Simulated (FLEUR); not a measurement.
# InAs (F-43m) in FLEUR: settings compared

Aim: see how the results for InAs move with the level of theory and the settings. Levels: LDA (Wigner correlation), PBE. Tasks: density of states, equation of state.

Everything below comes from runs of FLEUR, more than one build. Logs are shortened: lines on timing, memory, paths and dates and some standing lists are left out, and cuts for length are marked.

**Experimental background.**

A printed reference work, data compilation reports, for a bulk crystal of InAs at 4.2 K: band gap 0.418 eV (direct).

The runs below are set against these values where they give the same quantity.

## Step 1: The crystal as given

The structure is cubic, space group F-43m (No. 216). The conventional cell has a = 6.036 Å, b = 6.036 Å, c = 6.036 Å, α = 90.00°, β = 90.00°, γ = 90.00°. In (site symmetry -43m) is surrounded by 4 As at 2.61 Å. Around As (site symmetry -43m) lie 4 In at 2.61 Å.

## Step 2: Density of states, LDA (Wigner correlation), collinear spin, random start

The input, inp.xml:

```xml
<?xml version="1.0" encoding="UTF-8" standalone="no"?>
<fleurInput fleurInputVersion="0.39">
   <comment>
      InAs                                                                                                
   </comment>
   <calculationSetup>
      <cutoffs Kmax="3.8" Gmax="11.8" GmaxXC="11.8" numbands="0"/>
      <scfLoop itmax="60" minDistance="0.00001" maxIterBroyd="15" imix="Anderson" alpha="0.05" precondParam="0.0" spinf="2.0"/>
      <coreElectrons ctail="T" frcor="F" kcrel="0" coretail_lmax="0"/>
      <xcFunctional name="wign" relativisticCorrections="F"/>
      <magnetism jspins="2"/>
      <soc l_soc="F" theta="0.0" phi="0.0" spav="F"/>
      <expertModes spex="0" secvar="F"/>
      <geometryOptimization l_f="F" forcealpha="1.0" forcemix="BFGS" epsdisp="0.00001" epsforce="0.00001"/>
      <ldaU l_linMix="F" mixParam="0.05" spinf="1.0"/>
   </calculationSetup>
   <cell>
      <bzIntegration valenceElectrons="42.0" mode="hist" fermiSmearingEnergy="0.00073499">
         <kPointListSelection listName="default-1"/>
         <!-- k-points included here -->
         <xi:include xmlns:xi="http://www.w3.org/2001/XInclude" href="kpts.xml"> </xi:include>
      </bzIntegration>
      <!-- symmetry operations included here -->
      <xi:include xmlns:xi="http://www.w3.org/2001/XInclude" href="sym.xml"> </xi:include>
      <bulkLattice scale="1.0">
         <bravaisMatrix>
[... 30 lines left out ...]
            <stateOccupation state="(4p3/2)" spinUp="1.000000" spinDown="1.000000"/>
         </electronConfig>
         <energyParameters s="4" p="4" d="3" f="4"/>
         <lo type="SCLO" l="1" n="3" eDeriv="0"/>
         <lo type="SCLO" l="1" n="3" eDeriv="1"/>
         <lo type="HELO" l="2" n="4" eDeriv="0"/>
         <lo type="HELO" l="2" n="4" eDeriv="1"/>
         <lo type="SCLO" l="0" n="4" eDeriv="2"/>
         <lo type="SCLO" l="3" n="4" eDeriv="2"/>
      </species>
   </atomSpecies>
   <atomGroups>
      <atomGroup species="Indium (In.401">
         <relPos label="                   1">.0000000000 .0000000000 .0000000000</relPos>
         <force calculate="T" relaxXYZ="TTT"/>
      </atomGroup>
      <atomGroup species="Arsenic (As)">
         <relPos label="                   2">-1.000/4.000 -1.000/4.000 -1.000/4.000</relPos>
         <force calculate="T" relaxXYZ="TTT"/>
      </atomGroup>
   </atomGroups>
   <output dos="F" band="F" slice="F">
      <checks vchk="F" cdinf="F"/>
      <bandDOS minEnergy="-.5*Htr" maxEnergy="0.5*Htr" sigma="0.015" storeEVData="T"/>
      <vacuumDOS vacdos="F" integ="F" star="F" nstars="0" locx1="0.0" locy1="0.0" locx2="0.0" locy2="0.0" nstm="0" tworkf="0.0"/>
      <unfoldingBand unfoldBand="F" supercellX="1" supercellY="1" supercellZ="1"/>
      <plotting iplot="0" polar="F">
         <plot TwoD="T" vec1="  1.0  0.0  0.0" vec2="  0.0  1.0  0.0" vec3="  0.0  0.0  1.0" zero="  0.0  0.0  0.0" file="plot"/>
      </plotting>
      <chargeDensitySlicing numkpt="0" minEigenval="0.0" maxEigenval="0.0" nnne="0" pallst="F"/>
      <specialOutput eonly="F"/>
      <magneticCircularDichroism mcd="F" energyLo="-10.0" energyUp="0.0"/>
   </output>
  <!-- We include the file relax.xml here to enable relaxations (see documentation) -->
  <xi:include xmlns:xi="http://www.w3.org/2001/XInclude" href="relax.xml"> <xi:fallback/> </xi:include>
</fleurInput>
```

The input, crystal.txt:

```
InAs
&input cartesian=F /
0.0000000000  3.0180000000  3.0180000000
3.0180000000  0.0000000000  3.0180000000
3.0180000000  3.0180000000  0.0000000000
1.8897261246
1.0 1.0 1.0

2
49 0.0000000000  0.0000000000  0.0000000000 : 0.401
33 0.7500000000  0.7500000000  0.7500000000

&kpt div1=8 div2=8 div3=8 gamma=T /
```

The input, inp.xml (dos):

```
<?xml version="1.0" encoding="UTF-8" standalone="no"?>
<fleurInput fleurInputVersion="0.39">
   <comment>
      InAs                                                                                                
   </comment>
   <calculationSetup>
      <cutoffs Kmax="3.8" Gmax="11.8" GmaxXC="11.8" numbands="0"/>
      <scfLoop itmax="60" minDistance="0.00001" maxIterBroyd="15" imix="Anderson" alpha="0.05" precondParam="0.0" spinf="2.0"/>
      <coreElectrons ctail="T" frcor="F" kcrel="0" coretail_lmax="0"/>
      <xcFunctional name="wign" relativisticCorrections="F"/>
      <magnetism jspins="2"/>
      <soc l_soc="F" theta="0.0" phi="0.0" spav="F"/>
      <expertModes spex="0" secvar="F"/>
      <geometryOptimization l_f="F" forcealpha="1.0" forcemix="BFGS" epsdisp="0.00001" epsforce="0.00001"/>
      <ldaU l_linMix="F" mixParam="0.05" spinf="1.0"/>
   </calculationSetup>
   <cell>
      <bzIntegration valenceElectrons="42.0" mode="hist" fermiSmearingEnergy="0.00073499">
         <kPointListSelection listName="default-1"/>
         <!-- k-points included here -->
         <xi:include xmlns:xi="http://www.w3.org/2001/XInclude" href="kpts.xml"> </xi:include>
      </bzIntegration>
      <!-- symmetry operations included here -->
[... 32 lines left out ...]
            <stateOccupation state="(4p1/2)" spinUp="0.500000" spinDown="0.500000"/>
            <stateOccupation state="(4p3/2)" spinUp="1.000000" spinDown="1.000000"/>
         </electronConfig>
         <energyParameters s="4" p="4" d="3" f="4"/>
         <lo type="SCLO" l="1" n="3" eDeriv="0"/>
         <lo type="SCLO" l="1" n="3" eDeriv="1"/>
         <lo type="HELO" l="2" n="4" eDeriv="0"/>
         <lo type="HELO" l="2" n="4" eDeriv="1"/>
         <lo type="SCLO" l="0" n="4" eDeriv="2"/>
         <lo type="SCLO" l="3" n="4" eDeriv="2"/>
      </species>
   </atomSpecies>
   <atomGroups>
      <atomGroup species="Indium (In.401">
         <relPos label="                   1">.0000000000 .0000000000 .0000000000</relPos>
         <force calculate="T" relaxXYZ="TTT"/>
      </atomGroup>
      <atomGroup species="Arsenic (As)">
         <relPos label="                   2">-1.000/4.000 -1.000/4.000 -1.000/4.000</relPos>
         <force calculate="T" relaxXYZ="TTT"/>
      </atomGroup>
   </atomGroups>
   <output dos="T" band="F" slice="F">
      <checks vchk="F" cdinf="F"/>
      <bandDOS minEnergy="-0.8*Htr" maxEnergy="0.5*Htr" sigma="0.005" storeEVData="T"/>
      <vacuumDOS vacdos="F" integ="F" star="F" nstars="0" locx1="0.0" locy1="0.0" locx2="0.0" locy2="0.0" nstm="0" tworkf="0.0"/>
      <unfoldingBand unfoldBand="F" supercellX="1" supercellY="1" supercellZ="1"/>
      <plotting iplot="0" polar="F">
         <plot TwoD="T" vec1="  1.0  0.0  0.0" vec2="  0.0  1.0  0.0" vec3="  0.0  0.0  1.0" zero="  0.0  0.0  0.0" file="plot"/>
      </plotting>
      <chargeDensitySlicing numkpt="0" minEigenval="0.0" maxEigenval="0.0" nnne="0" pallst="F"/>
      <specialOutput eonly="F"/>
      <magneticCircularDichroism mcd="F" energyLo="-10.0" energyUp="0.0"/>
   </output>
  <!-- We include the file relax.xml here to enable relaxations (see documentation) -->
  <xi:include xmlns:xi="http://www.w3.org/2001/XInclude" href="relax.xml"> <xi:fallback/> </xi:include>
</fleurInput>
```

Potentials or basis: all-electron, FLAPW.

Started as:

```
$ inpgen -f crystal.txt -profile fastHighL
$ # inp.xml edited to the form shown
$ fleur
$ # inp.xml edited to the form shown
$ fleur   # second run, on inp.xml (dos)
```

Standard output:

```text
Welcome to FLEUR        (www.flapw.de)
      MaX-Release 8.1          (www.max-centre.eu)

 ========== k-point set info ==========
 Selected k-point list: default-1
 k-point list type: mesh
 8 x 8 x 8
 Number of k points: 29

 ------------Calculation Setup---------------------------
 Number of OMP-threads    :            1
 Number of basis functions:          444
 Approximate size of matrices (H+S) per k-point:         0.006 GB
 --------------------------------------------------------
 WARNING: Wigner correlation ! Only applicable for non-spinpolarized calculations
 WARNING: Wigner correlation ! Only applicable for non-spinpolarized calculations
 WARNING: Wigner correlation ! Only applicable for non-spinpolarized calculations
 Iteration:     1   Distance:       5.96275073 me/bohr^3
 WARNING: Wigner correlation ! Only applicable for non-spinpolarized calculations
 WARNING: Wigner correlation ! Only applicable for non-spinpolarized calculations
 WARNING: Wigner correlation ! Only applicable for non-spinpolarized calculations
 Iteration:     2   Distance:       5.49860130 me/bohr^3
 WARNING: Wigner correlation ! Only applicable for non-spinpolarized calculations
 WARNING: Wigner correlation ! Only applicable for non-spinpolarized calculations
 WARNING: Wigner correlation ! Only applicable for non-spinpolarized calculations
 Iteration:     3   Distance:       2.82341268 me/bohr^3
 WARNING: Wigner correlation ! Only applicable for non-spinpolarized calculations
 WARNING: Wigner correlation ! Only applicable for non-spinpolarized calculations
 WARNING: Wigner correlation ! Only applicable for non-spinpolarized calculations
 Iteration:     4   Distance:       0.96210647 me/bohr^3
 WARNING: Wigner correlation ! Only applicable for non-spinpolarized calculations
 WARNING: Wigner correlation ! Only applicable for non-spinpolarized calculations
 WARNING: Wigner correlation ! Only applicable for non-spinpolarized calculations
 Iteration:     5   Distance:       0.83689618 me/bohr^3
 WARNING: Wigner correlation ! Only applicable for non-spinpolarized calculations
 WARNING: Wigner correlation ! Only applicable for non-spinpolarized calculations
 WARNING: Wigner correlation ! Only applicable for non-spinpolarized calculations
 Iteration:     6   Distance:       0.10621617 me/bohr^3
 WARNING: Wigner correlation ! Only applicable for non-spinpolarized calculations
 WARNING: Wigner correlation ! Only applicable for non-spinpolarized calculations
 WARNING: Wigner correlation ! Only applicable for non-spinpolarized calculations
 Iteration:     7   Distance:       0.06680388 me/bohr^3
 WARNING: Wigner correlation ! Only applicable for non-spinpolarized calculations
 WARNING: Wigner correlation ! Only applicable for non-spinpolarized calculations
 WARNING: Wigner correlation ! Only applicable for non-spinpolarized calculations
 Iteration:     8   Distance:       0.03209256 me/bohr^3
 WARNING: Wigner correlation ! Only applicable for non-spinpolarized calculations
 WARNING: Wigner correlation ! Only applicable for non-spinpolarized calculations
 WARNING: Wigner correlation ! Only applicable for non-spinpolarized calculations
 Iteration:     9   Distance:       0.00480872 me/bohr^3
 WARNING: Wigner correlation ! Only applicable for non-spinpolarized calculations
 WARNING: Wigner correlation ! Only applicable for non-spinpolarized calculations
 WARNING: Wigner correlation ! Only applicable for non-spinpolarized calculations
 Iteration:    10   Distance:       0.00412249 me/bohr^3
 WARNING: Wigner correlation ! Only applicable for non-spinpolarized calculations
 WARNING: Wigner correlation ! Only applicable for non-spinpolarized calculations
 WARNING: Wigner correlation ! Only applicable for non-spinpolarized calculations
 Iteration:    11   Distance:       0.00074902 me/bohr^3
 WARNING: Wigner correlation ! Only applicable for non-spinpolarized calculations
 WARNING: Wigner correlation ! Only applicable for non-spinpolarized calculations
 WARNING: Wigner correlation ! Only applicable for non-spinpolarized calculations
 Iteration:    12   Distance:       0.00008623 me/bohr^3
 WARNING: Wigner correlation ! Only applicable for non-spinpolarized calculations
 WARNING: Wigner correlation ! Only applicable for non-spinpolarized calculations
 WARNING: Wigner correlation ! Only applicable for non-spinpolarized calculations
 Iteration:    13   Distance:       0.00007592 me/bohr^3
 WARNING: Wigner correlation ! Only applicable for non-spinpolarized calculations
 WARNING: Wigner correlation ! Only applicable for non-spinpolarized calculations
 WARNING: Wigner correlation ! Only applicable for non-spinpolarized calculations
 Iteration:    14   Distance:       0.00000694 me/bohr^3

 ********************************************************************
 Run finished successfully
 Stop message:
   all done
 ********************************************************************
```

It took 47 s on 1 thread of INTEL XEON PLATINUM 8581C at 2.30GHz (Emerald Rapids), shared host; peak memory 0.07 GiB.

What came out:

- Free energy: -221306.8881 eV
- Band gap on the k mesh: none (metal or under the smearing width)
- Net moment: 0.00 μB per cell
- Valence electrons inside the program's atomic spheres: In 18.83; As 19.02 (radii In 2.35, As 2.22 bohr)

States per cell in windows of 1 eV (zero at the Fermi level; states under -8 eV left out):
| from (eV) | up | down |
| --- | --- | --- |
| -8.0 | 0.00 | 0.00 |
| -7.0 | 0.02 | 0.02 |
| -6.0 | 0.68 | 0.68 |
| -5.0 | 0.18 | 0.18 |
| -4.0 | 0.31 | 0.31 |
| -3.0 | 0.83 | 0.83 |
| -2.0 | 0.72 | 0.72 |
| -1.0 | 0.26 | 0.26 |
| 0.0 | 0.05 | 0.05 |
| 1.0 | 0.36 | 0.36 |
| 2.0 | 0.71 | 0.71 |
| 3.0 | 0.46 | 0.46 |
| 4.0 | 0.80 | 0.80 |
| 5.0 | 0.74 | 0.74 |
| 6.0 | 0.52 | 0.52 |
| 7.0 | 0.67 | 0.67 |

Core levels (eV from the Fermi level):
```csv
atom,levels
1 In,"1s1/2 -27697.9, 2s1/2 -4142.4, 2p1/2 -3864.8, 2p3/2 -3654.3, 3s1/2 -781.5, 3p1/2 -669.3, 3p3/2 -631.3, 3d3/2 -432.1, 3d5/2 -424.3"
2 As,"1s1/2 -11688.4, 2s1/2 -1477.5, 2p1/2 -1320.7, 2p3/2 -1284.2, 3s1/2 -183.3"
```

Caveat: this crystal is a semiconductor, whose small gap the functional closes, so the metal is an error of the method.

[end of part 1 of 2]
